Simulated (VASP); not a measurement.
# IrO2 (P4_2/mnm) in VASP: single point with PBE

Aim: the single point of IrO2 with PBE.

The COD entry that gives the cell may itself be a prediction, so a difference from it is no test against experiment.

Everything below comes from runs of VASP 6.6.1. Logs are shortened: lines on timing, memory, paths and dates and some standing lists are left out, and cuts for length are marked.

## (1) The structure

Symmetry: P4_2/mnm, No. 136, tetragonal system. The conventional cell has a = 4.594 Å, b = 4.594 Å, c = 3.080 Å, α = 90.00°, β = 90.00°, γ = 90.00°. Around Ir (site symmetry mmm) lie 6 O at 1.98 to 2.00 Å. Around O (site symmetry m2m) lie 3 Ir at 1.98 to 2.00 Å.

## (2) Single point, PBE

Input file INCAR:

```
PREC = Accurate
ENCUT = 520
EDIFF = 1E-6
ISMEAR = -1
SIGMA = 0.05
LREAL = False
LASPH = True
NELM = 80
ALGO = Normal
ISIF = 2
LWAVE = False
LCHARG = False
GGA = PE
NBANDS = 30
```

Input file KPOINTS:

```
regular mesh
0
Gamma
  14 14 20
```

Input file POSCAR:

```
IrO2
1.0
    4.5940000000      0.0000000000      0.0000000000
    0.0000000000      4.5940000000      0.0000000000
    0.0000000000      0.0000000000      3.0800000000
Ir O
2 4
Direct
    0.0000000000      0.0000000000      0.0000000000
    0.5000000000      0.5000000000      0.5000000000
    0.3077000000      0.3077000000      0.0000000000
    0.1923000000      0.8077000000      0.5000000000
    0.6923000000      0.6923000000      0.0000000000
    0.8077000000      0.1923000000      0.5000000000
```

Potentials or basis: VASP PAW PBE potentials, release 64 (Ir, O).

Command:

```sh
$ cat potpaw_PBE.64/Ir/POTCAR potpaw_PBE.64/O/POTCAR > POTCAR
$ mpirun -np 1 vasp_std > vasp.out
```

OUTCAR:

```text
PREC = Accurate
   ENCUT = 520
   EDIFF = 1E-6
   ISMEAR = -1
   LREAL = False
   LASPH = True
   NELM = 80
   ISIF = 2
   GGA = PE

 ion  position               nearest neighbor table
   1  0.000  0.000  0.000-   4 1.98   6 1.98   4 1.98   6 1.98   5 2.00   3 2.00
   2  0.500  0.500  0.500-   3 1.98   5 1.98   3 1.98   5 1.98   4 2.00   6 2.00
   3  0.308  0.308  0.000-   2 1.98   2 1.98   1 2.00
   4  0.192  0.808  0.500-   1 1.98   1 1.98   2 2.00
   5  0.692  0.692  0.000-   2 1.98   2 1.98   1 2.00
   6  0.808  0.192  0.500-   1 1.98   1 1.98   2 2.00

  LATTYP: Found a simple tetragonal cell.
 ALAT       =     4.5940000000
 C/A-ratio  =     0.6704397040

  Lattice vectors:

 A1 = (   4.5940000000,   0.0000000000,   0.0000000000)
 A2 = (   0.0000000000,   4.5940000000,   0.0000000000)
 A3 = (   0.0000000000,   0.0000000000,   3.0800000000)

Analysis of symmetry for initial positions (statically):
=====================================================================
 Subroutine PRICEL returns:
 Original cell was already a primitive cell.

 Routine SETGRP: Setting up the symmetry group for a
 simple tetragonal supercell.

 Subroutine GETGRP returns: Found 16 space group operations
 (whereof  8 operations were pure point group operations)
 out of a pool of 16 trial point group operations.

The static configuration has the point symmetry D_2h.
 The point group associated with its full space group is D_4h.

Analysis of symmetry for dynamics (positions and initial velocities):
=====================================================================
 Subroutine PRICEL returns:
 Original cell was already a primitive cell.

 Routine SETGRP: Setting up the symmetry group for a
 simple tetragonal supercell.

 Subroutine GETGRP returns: Found 16 space group operations
 (whereof  8 operations were pure point group operations)
 out of a pool of 16 trial point group operations.

The dynamic configuration has the point symmetry D_2h.
 The point group associated with its full space group is D_4h.

 Subroutine INISYM returns: Found 16 space group operations
 (whereof  8 operations are pure point group operations),
 and found     1 'primitive' translations

----------------------------------------------------------------------------------------

[... 95 lines left out ...]
   LNONCOLLINEAR =      F non collinear calculations
   LSORBIT =      F    spin-orbit coupling
   LASPH  =      T    aspherical Exc in radial PAW
   ENCUT  =  520.0 eV  38.22 Ry    6.18 a.u.   8.54  8.54  5.73*2*pi/ulx,y,z
   NELM   =     80;   NELMIN=  2; NELMDL= -5     # of ELM steps
   EDIFF  = 0.1E-05   stopping-criterion for ELM
   LREAL  =      F    real-space projection
   EDIFFG = 0.1E-04   stopping-criterion for IOM
   NSW    =      0    number of steps for IOM
   IBRION =     -1    ionic relax: 0-MD 1-quasi-New 2-CG
   NFREE  =      0    steps in history (QN), initial steepest desc. (CG)
   ISIF   =      2    stress and relaxation
   ISYM   =      2    0-nonsym 1-usesym 2-fastsym
   POTIM  = 0.5000    time-step for ionic-motion
   TEBEG  =    0.0;   TEEND  =   0.0 temperature during run
   PSTRESS=    0.0 pullay stress
   NELECT =      42.0000    total number of electrons
   NUPDOWN=      -1.0000    fix difference up-down
   EMIN   =  10.00;   EMAX   =-10.00  energy-range for DOS
   EFERMI =   0.00;   METHOD = LEGACY
   ISMEAR =    -1;   SIGMA  =   0.05  broadening in eV -4-tet -1-fermi 0-gaus
   EFERMI_NEDOS =   21; number of points for ismear=-14 and -15
   IALGO  =     38    algorithm
   IMIX   =      4    mixing-type and parameters
     AMIX     =   0.40;   BMIX     =  1.00
     AMIX_MAG =   1.60;   BMIX_MAG =  1.00
  volume/ion in A,a.u.               =      10.83        73.11
  Fermi-wavevector in a.u.,A,eV,Ry     =   1.415295  2.674520 27.253292  2.003060
  Thomas-Fermi vector in A             =   2.536748
   LORBIT       =      0    0 simple, 1 ext, 2 COOP (PROOUT), +10 PAW based schemes
   GGA     = PE    functional components
   LHFCALC =     F    Hartree Fock is set to
   AEXX    =    0.0000 exact exchange contribution
   IVDW    =     0    specifies the selected vdW correction
   LEPSILON=     F    determine dielectric tensor
   LRPA    =     F    only Hartree local field effects (RPA)
 non-spin polarized calculation
  energy-cutoff  :      520.00
  volume of cell :       65.00
 maximum number of plane-waves:      1773
 NGX is ok and might be reduce to    36
   NGX = 17   NGY = 17   NGZ = 11

 number of electron      42.0000023 magnetization

 Free energy of the ion-electron system (eV)
  ---------------------------------------------------
  ext. energy  EPLUGINS =         0.00000000
  ---------------------------------------------------
  free energy    TOTEN  =       -42.14194244 eV

  energy without entropy =      -42.11674899  energy(sigma->0) =      -42.12934572

 E-fermi :   6.0010     XC(G=0): -11.8898

 val. band max:        5.9985463353   @ k =   0.2857   0.0714   0.3500
 cond. band min:       6.0061349313   @ k =   0.2857   0.1429   0.5000
 fundamental gap:      0.0075885959
 Fermi energy:         6.0009667742

 k-point     1 :       0.0000    0.0000    0.0000
  band No.  band energies     occupation
      1     -15.1252      2.00000
      2     -13.9611      2.00000
      3     -12.9726      2.00000
      4     -12.9726      2.00000
      5      -3.7573      2.00000
      6      -3.4827      2.00000
[... 781 lines left out ...]
     29      15.1661      0.00000
     30      16.4533      0.00000

 [... further k-points ...]
[... 5 lines left out ...]
  --------------------------------------------------------------------------------------
  -------------------------------------------------------------------------------------
  Total       -0.0101487     -0.0101487      8.0424688      0.0000000      0.0000000      0.0000000
  in kB       -0.2501431     -0.2501431    198.2290362      0.0000000      0.0000000      0.0000000
  external PRESSURE =      65.9095833 kB  Pullay stress =       0.0000000 kB

 VOLUME and BASIS-vectors are now :
 -----------------------------------------------------------------------------
  energy-cutoff  :      520.00
  volume of cell :       65.00
      direct lattice vectors                 reciprocal lattice vectors
     4.594000000  0.000000000  0.000000000     0.217675229  0.000000000  0.000000000
     0.000000000  4.594000000  0.000000000     0.000000000  0.217675229  0.000000000
     0.000000000  0.000000000  3.080000000     0.000000000  0.000000000  0.324675325

 POSITION                                       TOTAL-FORCE (eV/Angst)
 -----------------------------------------------------------------------------------
      0.00000      0.00000      0.00000         0.000000      0.000000      0.000000
      2.29700      2.29700      1.54000         0.000000      0.000000      0.000000
      1.41357      1.41357      0.00000        -0.414153     -0.414153     -0.000000
      0.88343      3.71057      1.54000         0.414153     -0.414153     -0.000000
      3.18043      3.18043      0.00000         0.414153      0.414153      0.000000
      3.71057      0.88343      1.54000        -0.414153      0.414153      0.000000
 -----------------------------------------------------------------------------------
    total drift:                                0.000000      0.000000     -0.000000

  FREE ENERGIE OF THE ION-ELECTRON SYSTEM (eV)
  ---------------------------------------------------
  free  energy   TOTEN  =       -42.1419424437 eV

  energy  without entropy=      -42.1167489905  energy(sigma->0) =      -42.12934572
```

OSZICAR:

```text
N       E                     dE             d eps       ncg     rms          rms(c)
DAV:   1     0.437018386809E+03    0.43702E+03   -0.21092E+04 23792   0.139E+03
DAV:   2    -0.788508169332E+01   -0.44490E+03   -0.42133E+03 24146   0.397E+02
DAV:   3    -0.488216935981E+02   -0.40937E+02   -0.39341E+02 28970   0.132E+02
DAV:   4    -0.500213805929E+02   -0.11997E+01   -0.11937E+01 28144   0.244E+01
DAV:   5    -0.500484356288E+02   -0.27055E-01   -0.27035E-01 29142   0.341E+00    0.479E+01
DAV:   6    -0.428883107919E+02    0.71601E+01   -0.29134E+01 36708   0.531E+01    0.217E+01
DAV:   7    -0.422483719251E+02    0.63994E+00   -0.40490E+00 36346   0.260E+01    0.150E+01
DAV:   8    -0.421482556244E+02    0.10012E+00   -0.52982E-01 35620   0.788E+00    0.687E-01
DAV:   9    -0.421437153256E+02    0.45403E-02   -0.32765E-02 26058   0.121E+00    0.389E-01
DAV:  10    -0.421420565996E+02    0.16587E-02   -0.96074E-03 28984   0.956E-01    0.348E-01
DAV:  11    -0.421419380669E+02    0.11853E-03   -0.50619E-04 36002   0.222E-01    0.784E-02
DAV:  12    -0.421419423502E+02   -0.42832E-05   -0.65527E-05 27086   0.596E-02    0.941E-03
DAV:  13    -0.421419424437E+02   -0.93566E-07   -0.43903E-06 29796   0.202E-02
   1 F= -.42141942E+02 E0= -.42129346E+02  d E =-.251935E-01
```

stdout:

```text
POSCAR found type information on POSCAR IrO
 POSCAR found :  2 types and       6 ions
 scaLAPACK will be used
 LDA part: xc-table for (Slater+PW92), standard interpolation
 POSCAR, INCAR and KPOINTS ok, starting setup
 FFT: planning ... GRIDC
 FFT: planning ... GRID_SOFT
 FFT: planning ... GRID
 WAVECAR not read
 entering main loop
```

It took 10 min on 1 thread of Intel Xeon Platinum 8488C (Sapphire Rapids), shared host; peak memory 0.65 GiB.

Results:

```
Free energy            : -42.1419 eV
Pressure               : 6.6 GPa
Largest force          : 0.586 eV/Å
Band gap on the k mesh : none (metal or under the smearing width)
```

Forces in eV/Å, atoms in the order of the input:
```
Ir   0.000  0.000  0.000
Ir   0.000  0.000  0.000
O   -0.414 -0.414  0.000
O    0.414 -0.414  0.000
O    0.414  0.414  0.000
O   -0.414  0.414  0.000
```

The run has no spin-orbit coupling, so splittings on Ir are missing.
